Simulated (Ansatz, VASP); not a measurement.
# Co2CuS4 (Carrollite): VASP beside Ansatz, part 3 of 3

Aim: how closely do two programs agree when they are given the same cell, functional and k mesh? The cell is taken from a series of runs on this material, whose earlier steps may have relaxed, scaled, displaced or heated it; both programs get it as it stands.

VASP 6.6.1 and Ansatz 0.2.0.

So far: Set-up; Ansatz: relaxation of cell and atoms, r2SCAN with rVV10; VASP: relaxation of cell and atoms, r2SCAN with rVV10.

## Step 3: VASP: relaxation of cell and atoms, r2SCAN with rVV10 (continued)

Level of this step: r2SCAN with rVV10, no spin polarisation; plane waves and PAW (Co, Cu, S) (VASP).

Numbers of over 12 decimals in the logs are rounded to 6 here.

OUTCAR, selected parts (step 3):

```text
ion  position               nearest neighbor table
   1  0.125  0.125  0.125-   8 2.25   9 2.25  10 2.25  11 2.25  13 2.25  14 2.25
   2  0.625  0.125  0.125-   9 2.25  10 2.25  13 2.25  14 2.25   7 2.25  12 2.25
   3  0.125  0.125  0.625-   8 2.25  10 2.25  11 2.25  13 2.25  12 2.25   7 2.25
   4  0.125  0.625  0.125-   8 2.25   9 2.25  11 2.25  14 2.25  12 2.25   7 2.25
   5  0.750  0.750  0.750-   7 2.27   9 2.27  11 2.27  13 2.27
   6  0.500  0.500  0.500-  12 2.27  10 2.27   8 2.27  14 2.27
   7  0.888  0.888  0.888-   2 2.25   3 2.25   4 2.25   5 2.27
   8  0.914  0.362  0.362-   3 2.25   4 2.25   1 2.25   6 2.27
   9  0.888  0.888  0.336-   2 2.25   4 2.25   1 2.25   5 2.27
  10  0.362  0.914  0.362-   2 2.25   3 2.25   1 2.25   6 2.27
  11  0.336  0.888  0.888-   3 2.25   4 2.25   1 2.25   5 2.27
  12  0.362  0.362  0.362-   2 2.25   3 2.25   4 2.25   6 2.27
  13  0.888  0.336  0.888-   2 2.25   3 2.25   1 2.25   5 2.27
  14  0.362  0.362  0.914-   2 2.25   4 2.25   1 2.25   6 2.27

  LATTYP: Found a face centered cubic cell.
 ALAT       =     9.4780000000

 Subroutine GETGRP returns: Found 48 space group operations
 (whereof 24 operations were pure point group operations)

The static configuration has the point symmetry T_d .
 The point group associated with its full space group is O_h .

 Found     16 irreducible k-points:

   k-points           NKPTS =     16   k-points in BZ     NKDIM =     16   number of bands    NBANDS=     67

   dimension x,y,z NGX =    56 NGY =   56 NGZ =   56
   dimension x,y,z NGXF=   112 NGYF=  112 NGZF=  112

   ENCUT  =  660.0 eV  48.51 Ry    6.96 a.u.  14.04 14.04 14.04*2*pi/ulx,y,z

   NELECT =     106.0000    total number of electrons

 k-points in reciprocal lattice and weights: Automatic mesh
   0.00000000  0.00000000  0.00000000       0.005
   0.16666667  0.00000000  0.00000000       0.037
   0.33333333  0.00000000  0.00000000       0.037
   0.50000000  0.00000000  0.00000000       0.019
   0.16666667  0.16666667  0.00000000       0.028
   0.33333333  0.16666667  0.00000000       0.111
   0.50000000  0.16666667  0.00000000       0.111
  -0.33333333  0.16666667  0.00000000       0.111
  -0.16666667  0.16666667  0.00000000       0.056
[...]
-0.33333333  0.33333333  0.16666667       0.111
  -0.33333333  0.50000000  0.16666667       0.056

 average (electrostatic) potential at core
       1 -86.2672       2 -86.2672       3 -86.2672       4 -86.2672       5 -69.8707
       6 -69.8707       7 -87.9964       8 -87.9964       9 -87.9964      10 -87.9964
      11 -87.9964      12 -87.9964      13 -87.9964      14 -87.9964

 E-fermi :   6.8325

 k-point     1 :       0.0000    0.0000    0.0000
  band No.  band energies     occupation
    ...
     47       5.6048      2.00000
     48       5.6048      2.00000
     49       5.7476      2.00000
     50       5.7476      2.00000
     51       5.7476      2.00000
     52       7.2288      0.00000
     53       7.2288      0.00000
     54       7.2288      0.00000
     55       9.2871      0.00000
     56       9.2872      0.00000
    ...

 k-point     2 :       0.1667    0.0000    0.0000
  band No.  band energies     occupation
    ...
     47       5.6778      2.00000
     48       5.6778      2.00000
     49       5.7509      2.00000
     50       5.7509      2.00000
     51       5.8104      2.00000
     52       6.9237      0.19702
     53       7.1867      0.00000
     54       7.1867      0.00000
     55       9.0447      0.00000
     56       9.0447      0.00000
    ...

 k-point     3 :       0.3333    0.0000    0.0000
  band No.  band energies     occupation
    ...
     48       5.7192      2.00000
     49       5.9372      2.00000
     50       5.9794      2.00000
     51       5.9794      2.00000
     52       6.4981      2.00000
     53       6.9626      0.06581
     54       6.9626      0.06580
     55       8.5110      0.00000
     56       8.6220      0.00000
     57       8.6220      0.00000
    ...

  Total        0.0256953      0.0256953      0.0256953      0.0000000      0.0000000     -0.0000000
  in kB        0.1985942      0.1985942      0.1985942      0.0000000      0.0000000     -0.0000000
  external PRESSURE =       0.1985942 kB  Pullay stress =       0.0000000 kB

  energy-cutoff  :      660.00
  volume of cell :      207.30
      direct lattice vectors                 reciprocal lattice vectors
     0.000000000  4.697382709  4.697382709    -0.106442253  0.106442253  0.106442253
     4.697382709  0.000000000  4.697382709     0.106442253 -0.106442253  0.106442253
     4.697382709  4.697382709 -0.000000000     0.106442253  0.106442253 -0.106442253

 POSITION                                       TOTAL-FORCE (eV/Angst)
 -----------------------------------------------------------------------------------
      1.17435      1.17435      1.17435         0.000000     -0.000000     -0.000000
      1.17435      3.52304      3.52304         0.000000     -0.000000     -0.000000
      3.52304      3.52304      1.17435         0.000000     -0.000000     -0.000000
      3.52304      1.17435      3.52304         0.000000     -0.000000     -0.000000
      7.04607      7.04607      7.04607         0.000000     -0.000000     -0.000000
      4.69738      4.69738      4.69738         0.000000     -0.000000     -0.000000
      8.33246      8.33246      8.33246        -0.000097     -0.000097     -0.000097
      3.41100      5.98377      5.98377         0.000097     -0.000097     -0.000097
      5.75969      5.75969      8.33246         0.000097      0.000097     -0.000097
      5.98377      3.41100      5.98377        -0.000097      0.000097     -0.000097
      8.33246      5.75969      5.75969        -0.000097      0.000097      0.000097
      3.41100      3.41100      3.41100         0.000097      0.000097      0.000097
      5.75969      8.33246      5.75969         0.000097     -0.000097      0.000097
      5.98377      5.98377      3.41100        -0.000097     -0.000097      0.000097
 -----------------------------------------------------------------------------------
    total drift:                                0.000000      0.000000      0.000000

  FREE ENERGIE OF THE ION-ELECTRON SYSTEM (eV)
  ---------------------------------------------------
  free  energy   TOTEN  =      -143.6179710740 eV

  energy  without entropy=     -143.5840040321  energy(sigma->0) =     -143.60098755

 reached required accuracy - stopping structural energy minimisation

 total charge
# of ion       s       p       d       tot
------------------------------------------
    1        0.466   0.648   7.391   8.506
    2        0.466   0.648   7.391   8.506
    3        0.466   0.648   7.391   8.506
    4        0.466   0.648   7.391   8.506
    5        0.436   0.490   9.173  10.100
    6        0.436   0.490   9.173  10.100
    7        1.328   2.372   0.000   3.700
    8        1.328   2.372   0.000   3.700
    9        1.328   2.372   0.000   3.700
   10        1.328   2.372   0.000   3.700
   11        1.328   2.372   0.000   3.700
   12        1.328   2.372   0.000   3.700
   13        1.328   2.372   0.000   3.700
   14        1.328   2.372   0.000   3.700
--------------------------------------------------
tot         13.365  22.550  47.910  83.825

[... 3 further parts left out ...]
```

CONTCAR:

```
Co2CuS4
   1.00000000000000
     0.0000000000000000    4.6973827088861890    4.6973827088861890
     4.6973827088861890    0.0000000000000000    4.6973827088861890
     4.6973827088861890    4.6973827088861890   -0.0000000000000000
  Co              Cu              S
     4     2     8
Direct
     0.1250000000000000    0.1250000000000000    0.1250000000000000
     0.6250000000000000    0.1250000000000000    0.1250000000000000
     0.1250000000000000    0.1250000000000000    0.6250000000000000
     0.1250000000000000    0.6250000000000000    0.1250000000000000
     0.7500000000000000    0.7500000000000000    0.7500000000000000
     0.5000000000000000    0.5000000000000000    0.5000000000000000
     0.8869257135656434    0.8869257135656434    0.8869257135656434
     0.9107771406969370    0.3630742864343567    0.3630742864343567
     0.8869257135656434    0.8869257135656434    0.3392228593030630
     0.3630742864343567    0.9107771406969370    0.3630742864343567
     0.3392228593030630    0.8869257135656434    0.8869257135656434
     0.3630742864343567    0.3630742864343567    0.3630742864343567
     0.8869257135656434    0.3392228593030630    0.8869257135656434
     0.3630742864343567    0.3630742864343567    0.9107771406969370
```

This run has no spin polarisation, so a moment on Co and Cu, if there is one, isn't seen. The run keeps the 48 symmetry operations of its start, so it cannot find a distortion of lower symmetry.

## Step 4: Differences

Known differences besides the potentials themselves: VASP keeps PBE cores, Ansatz makes them for the functional; VASP's second relaxation, with the basis of the relaxed cell, did not converge, so the first is compared; the data sets hold 154 valence electrons in Ansatz (on its default PAW (the set named soft_2) files) and 106 in VASP; the cutoff is 500 eV in Ansatz and 660 eV in VASP; Ansatz adds a Pulay correction to the stress that steers its cell, VASP none. Total energies have different zeros and are not compared.

Both answers:

```csv
quantity,Ansatz,VASP,difference
volume (Å³),207.32,207.30,+0.01 %
"edge a after relaxation, in the typed setting (Å)",6.643,6.643,+0.00 %
```

## Step 5: Results

```
difference in volume (relaxation of cell and atoms, r2SCAN with rVV10) : 0.0086 %
```

The difference in volume is 0.0086 % (relaxation of cell and atoms, r2SCAN with rVV10), within the 1.2 % picked in this series as the mark of a large difference, as far as the stopping tolerances let one tell. The data sets hold unlike numbers of valence electrons (154 in Ansatz and 106 in VASP), so part of the differences comes from the potentials. VASP runs on this material, other cells of it included, that failed, so that no pair exists: relaxation of cell and atoms, r2SCAN (timeout). How closely two codes agree says nothing of how well the functional describes the real material.

[Lines on the potential files, build, host, timing and source positions are cut from VASP's logs without a mark.]

[Logs are printed without paths, hosts, clocks, repeated set-up lines and the standing remarks that a program may print on its own settings, such as how far it seeks lower states.]

[Hosts, paths, dates, database ids (printed as entryN), source tags and the programs' standing remarks are cut or masked in the printed files.]
